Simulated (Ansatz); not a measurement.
Set up this calculation in Ansatz 0.2.0, as the native input.

* Task: single point
* Functional: PBE
* Potentials or basis: all-electron LAPW, scalar-relativistic
* Cutoff: 185 eV (chosen from the basis error)
* Basis error allowed: 0.001 eV/atom
* k mesh: 7 × 7 × 7
* Occupations: gaussian, width 0.025 eV
* Spin: no spin polarisation

The system is SnTe.

```
CELL_PARAMETERS angstrom
0.00000 3.15085 3.15085
3.15085 0.00000 3.15085
3.15085 3.15085 0.00000
ATOMIC_POSITIONS crystal
Te 0.50000 0.50000 0.50000
Sn 0.00000 0.00000 0.00000
```

The input as run:

input.yaml

```yaml
crystal:
  lattice:
    - [0.0, 3.15085, 3.15085]
    - [3.15085, 0.0, 3.15085]
    - [3.15085, 3.15085, 0.0]
  atoms:
    - { symbol: Te, position: [0.5, 0.5, 0.5] }
    - { symbol: Sn, position: [0.0, 0.0, 0.0] }
kpoints:
  mp_grid: { grid: [7, 7, 7] }
scf:
  occupations: { method: gaussian, width: 0.025 }
hamiltonian:
  xc: pbe
  pseudopotentials: { kind: all_electron, lapw: { basis_error: 0.001 } }
output:
  forces: true
  stress: true
  eigenvalues: true
```

Potentials or basis: all-electron LAPW, scalar-relativistic.

Run with:

```console
$ ansatz run input.yaml --threads 1 --pin off --max-ram 3072MiB --backend cpu --events-out ev --progress --plain --runs-dir out
```

It gave:

| Quantity | Value |
| --- | --- |
| Pressure | 2.2 GPa |

Caveat: this odd mesh misses L, where the gap lies, so gap, dielectric constants and Born charges aren't listed.

Run time: 5.3 s on 1 thread of Intel(R) Xeon(R) Platinum 8488C (Sapphire Rapids) (shared host), peak memory 0.29 GiB.
